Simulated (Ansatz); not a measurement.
**GaN (rock salt): energy and pressure against volume**

Aim: for GaN (rock salt), map energy and pressure against volume.

Computed with Ansatz 0.2.0 (DFT LDA, scalar-relativistic, plane waves, PAW, unless a step's input says otherwise).

**1. The system as given**

It takes space group Fm-3m (No. 225, cubic). The conventional cell has a = 4.276 Å, b = 4.276 Å, c = 4.276 Å, α = 90.00°, β = 90.00°, γ = 90.00°. Ga (site symmetry m-3m) is surrounded by 6 N at 2.14 Å. N (site symmetry m-3m) has 6 Ga at 2.14 Å as nearest neighbours.

Structure file:

```cif
data_structure
_symmetry_space_group_name_H-M 'P 1'
_symmetry_Int_Tables_number 1
_cell_length_a 3.0233
_cell_length_b 3.0233
_cell_length_c 3.0233
_cell_angle_alpha 60.000
_cell_angle_beta 60.000
_cell_angle_gamma 60.000
_cell_volume 19.54
loop_
_atom_site_label
_atom_site_type_symbol
_atom_site_fract_x
_atom_site_fract_y
_atom_site_fract_z
_atom_site_occupancy
Ga1 Ga 0.00000 0.00000 0.00000 1
N1 N 0.50000 0.50000 0.50000 1
```

**2. Volume × 1.04**

The input, input.yaml:

```yaml
crystal:
  lattice:
    - [0.0, 2.1377663421, 2.1377663421]
    - [2.1377663421, 0.0, 2.1377663421]
    - [2.1377663421, 2.1377663421, 0.0]
  atoms:
    - { symbol: Ga, position: [0.0, 0.0, 0.0] }
    - { symbol: "N", position: [0.5, 0.5, 0.5] }
scf:
  occupations: { method: gaussian, width: 0.03 }
output:
  forces: true
  stress: true
  eigenvalues: true
  write_density: true
  write_potential: true
  elf: true
  volumetric_format: npy
hamiltonian:
  xc: lda
basis:
  ecutwfc: 520
kpoints:
  mp_grid: { grid: [12, 12, 12] }
```

Started as:

```sh
$ ansatz run input.yaml --threads 1 --pin off --max-ram 4096MiB --backend cpu --events-out ev --progress --plain --runs-dir out
```

Log (excerpt; [...] marks lines left out):

```text
Warning: RAYON_NUM_THREADS=1 ignored (pool sized by the plan → 1); use --threads N
[...]
Pseudopotentials: kind: paw
Pseudopotential: Ga, paw, valence charge 13, recommended cutoff 420 eV (normal), Ga.paw.azcp
Pseudopotential: N, paw, valence charge 5, recommended cutoff 420 eV (normal), N.paw.azcp
Functional definition: SPW92
[...]
Crystal: 2 atoms, lattice volume = 19.539 Å³
Basis set: ecut = 520 eV, 531 PW (Γ)
Bands: 13, of which v1, the nominal top of the filled ones, is band 9 counted from 1 (8 counted from 0)
Symmetry: 48 space group operations
Space group: Fm-3m (ITA 225), of the structure as read, at distance tolerance 2.7e-5 Å
k-points: 72 of 1728
[...]
SCF iter   1: F=—  HF=-4081.171346 eV  |F-HF|=—  |Δ(HF+E_count)|=         —  Δρ=1.34e-2  dr2=3.40e-2  ethr=1.77e-3  ⟨swp⟩=4.4  Hψ=4796  notcnv=0
[...]
SCF iter   6: F=-4081.161222 eV  HF=-4081.161222 eV  |F-HF|=7.85e-10  |Δ(HF+E_count)|=   2.11e-7  Δρ=3.15e-6  dr2=1.40e-9  ethr=5.56e-10  ⟨swp⟩=8.1  Hψ=6286  notcnv=0
[...]
SCF converged after 6 iterations
Free energy (F): -4081.161222 eV
[...]
E sigma→0 (E₀):  -4081.161222 eV
Entropy (-TS):   -0.000000 eV (-0.000 meV/atom)
Fermi energy:    12.318504 eV
[...]
--- Forces (eV/Å), atoms counted from 1 ---
  atom   1  Ga    -0.00000000     0.00000000     0.00000000
  atom   2  N      0.00000000    -0.00000000    -0.00000000
[...]
--- Stress (GPa, compression-positive) ---
      -14.352633       0.000000      -0.000000
       -0.000000     -14.352633       0.000000
        0.000000       0.000000     -14.352633
  P = ⅓ Tr σ = -14.3526 GPa (-143.526 kbar)
--- Band table (eV; the first three rows and the last of 72) ---
  k-point 0: bands = ["-4.6353", "-1.9353", "-1.9353", "-1.9353", "-1.8462", "-1.8462", "11.7294", "11.7294", "11.7294", "14.1086", "26.5878", "26.5878", "26.5878"]
[...]
```

Wall time 3.1 s (1 thread of Intel Xeon Platinum 8259CL at 2.50GHz (Skylake/Cascade Lake), shared host); peak memory 0.36 GiB.

Axes a, b and c in the maps are those of this run's conventional cell (a, b, c = 4.276, 4.276, 4.276 Å).

Density in a lattice plane of the grid's cell (edges 4.28 and 4.28 Å, at 0.000 of the third edge), which holds Ga and N.

Ten even steps from ' ' (0.18 e/Å³) to '@' (52.94 e/Å³):
```
++==..                                      ..==
....                                          ..
                                                
                                                
                                                
                                                
                                                
                      ......                    
                    ..==++==..                  
                    ::**@@**::                  
                    ..==++==..                  
                      ......                    
                                                
                                                
                                                
                                                
                                                
....                                          ..
++==..                                      ..==
@@**::                                      ::**
```
Columns run along the first of these edges and rows up along the second, over one cell in 24 and 20 even steps from the bottom left corner. Atoms in the plane (fractional): Ga at (0.00, 0.00), Ga at (0.50, 0.50), N at (0.00, 0.50), N at (0.50, 0.00).

ELF in the same plane.

Ten even steps from '0' (0.01) to '9' (0.81):
```
000122479974247997422100
001122469998889996422110
112222357899999875322221
222211234678887643211222
444321112344444321112344
887643211222222211234678
999875322221112222357899
889996422110001122469998
247997422100000122479974
016997422000400022479961
247997422100000122479974
889996422110001122469998
999875322221112222357899
887643211222222211234678
444321112344444321112344
222211234678887643211222
112222357899999875322221
001122469998889996422110
000122479974247997422100
400022479961016997422000
```
Columns run along the first of these edges and rows up along the second, over one cell in 24 and 20 even steps from the bottom left corner. Atoms in the plane (fractional): Ga at (0.00, 0.00), Ga at (0.50, 0.50), N at (0.00, 0.50), N at (0.50, 0.00).

Both are smooth fields of the valence electrons: close to the nuclei they are not physical.

The highest ELF values outside the cores: 0.81 in the shell around N, 0.6 Å from N.

**3. Volume × 1.0**

The input, input.yaml:

```yaml
crystal:
  lattice:
    - [0.0, 2.11, 2.11]
    - [2.11, 0.0, 2.11]
    - [2.11, 2.11, 0.0]
  atoms:
    - { symbol: Ga, position: [0.0, 0.0, 0.0] }
    - { symbol: "N", position: [0.5, 0.5, 0.5] }
scf:
  occupations: { method: gaussian, width: 0.03 }
output:
  forces: true
  stress: true
  eigenvalues: true
hamiltonian:
  xc: lda
basis:
  ecutwfc: 520
kpoints:
  mp_grid: { grid: [12, 12, 12] }
```

Started as:

```sh
$ ansatz run input.yaml --threads 1 --pin off --max-ram 4096MiB --backend cpu --events-out ev --progress --plain --runs-dir out
```

Log (excerpt; [...] marks lines left out):

```text
Warning: RAYON_NUM_THREADS=1 ignored (pool sized by the plan → 1); use --threads N
[...]
[... 4 set-up lines as earlier in the session ...]
[...]
Crystal: 2 atoms, lattice volume = 18.788 Å³
Basis set: ecut = 520 eV, 531 PW (Γ)
Bands: 13, of which v1, the nominal top of the filled ones, is band 9 counted from 1 (8 counted from 0)
[... 2 set-up lines as earlier in the session ...]
k-points: 72 of 1728
[...]
SCF iter   1: F=—  HF=-4081.221555 eV  |F-HF|=—  |Δ(HF+E_count)|=         —  Δρ=1.37e-2  dr2=3.36e-2  ethr=1.77e-3  ⟨swp⟩=4.6  Hψ=4847  notcnv=0
[...]
SCF iter   6: F=-4081.210918 eV  HF=-4081.210918 eV  |F-HF|=6.64e-10  |Δ(HF+E_count)|=   3.34e-8  Δρ=2.45e-6  dr2=9.88e-10  ethr=2.07e-10  ⟨swp⟩=4.9  Hψ=3954  notcnv=0
[...]
SCF converged after 6 iterations
Free energy (F): -4081.210918 eV
[...]
E sigma→0 (E₀):  -4081.210918 eV
Fermi energy:    13.123280 eV
[...]
--- Forces (eV/Å), atoms counted from 1 ---
  atom   1  Ga    -0.00000000     0.00000000    -0.00000000
  atom   2  N      0.00000000     0.00000000     0.00000000
[...]
--- Stress (GPa, compression-positive) ---
       -6.534631       0.000000       0.000000
        0.000000      -6.534631      -0.000000
       -0.000000       0.000000      -6.534631
  P = ⅓ Tr σ = -6.5346 GPa (-65.346 kbar)
--- Band table (eV; the first three rows and the last of 72) ---
  k-point 0: bands = ["-4.3379", "-1.2453", "-1.2453", "-1.2453", "-1.1465", "-1.1465", "12.3747", "12.3747", "12.3747", "15.2404", "27.4916", "27.4917", "27.4917"]
[...]
```

Run time: 3 s. Hardware: 1 thread of Intel Xeon Platinum 8259CL at 2.50GHz (Skylake/Cascade Lake), shared host; peak memory 0.35 GiB.

**4. Volume × 0.96**

input.yaml: that of step 3 with these lines changed.

```diff
@@ -2,5 +2,5 @@
   lattice:
-    - [0.0, 2.11, 2.11]
-    - [2.11, 0.0, 2.11]
-    - [2.11, 2.11, 0.0]
+    - [0.0, 2.0814829907, 2.0814829907]
+    - [2.0814829907, 0.0, 2.0814829907]
+    - [2.0814829907, 2.0814829907, 0.0]
   atoms:
```

Started as:

```sh
$ ansatz run input.yaml --threads 1 --pin off --max-ram 4096MiB --backend cpu --events-out ev --progress --plain --runs-dir out
```

Log (excerpt; [...] marks lines left out):

```text
Warning: RAYON_NUM_THREADS=1 ignored (pool sized by the plan → 1); use --threads N
[...]
[... 4 set-up lines as earlier in the session ...]
[...]
Crystal: 2 atoms, lattice volume = 18.036 Å³
Basis set: ecut = 520 eV, 531 PW (Γ)
Bands: 13, of which v1, the nominal top of the filled ones, is band 9 counted from 1 (8 counted from 0)
[... 1 set-up line as earlier in the session ...]
Space group: Fm-3m (ITA 225), of the structure as read, at distance tolerance 2.6e-5 Å
k-points: 72 of 1728
[...]
SCF iter   1: F=—  HF=-4081.230404 eV  |F-HF|=—  |Δ(HF+E_count)|=         —  Δρ=1.43e-2  dr2=3.41e-2  ethr=1.77e-3  ⟨swp⟩=4.6  Hψ=4924  notcnv=0
[...]
SCF iter   6: F=-4081.219350 eV  HF=-4081.219350 eV  |F-HF|=5.70e-10  |Δ(HF+E_count)|=   3.71e-8  Δρ=2.45e-6  dr2=8.25e-10  ethr=2.45e-10  ⟨swp⟩=4.8  Hψ=3813  notcnv=0
[...]
SCF converged after 6 iterations
Free energy (F): -4081.219350 eV
[...]
E sigma→0 (E₀):  -4081.219350 eV
Fermi energy:    13.995322 eV
[...]
--- Forces (eV/Å), atoms counted from 1 ---
  atom   1  Ga    -0.00000000     0.00000000     0.00000000
  atom   2  N      0.00000000    -0.00000000     0.00000000
[...]
--- Stress (GPa, compression-positive) ---
        3.315490       0.000000      -0.000000
        0.000000       3.315490       0.000000
        0.000000      -0.000000       3.315490
  P = ⅓ Tr σ = 3.3155 GPa (33.155 kbar)
--- Band table (eV; the first three rows and the last of 72) ---
  k-point 0: bands = ["-4.0178", "-0.5066", "-0.5066", "-0.5066", "-0.3966", "-0.3966", "13.0699", "13.0699", "13.0699", "16.4659", "28.4648", "28.4648", "28.4648"]
[...]
```

It took 2.2 s on 1 thread of Intel Xeon Platinum 8259CL at 2.50GHz (Skylake/Cascade Lake), shared host; peak memory 0.33 GiB.

(Part 1 of 2 ends here.)
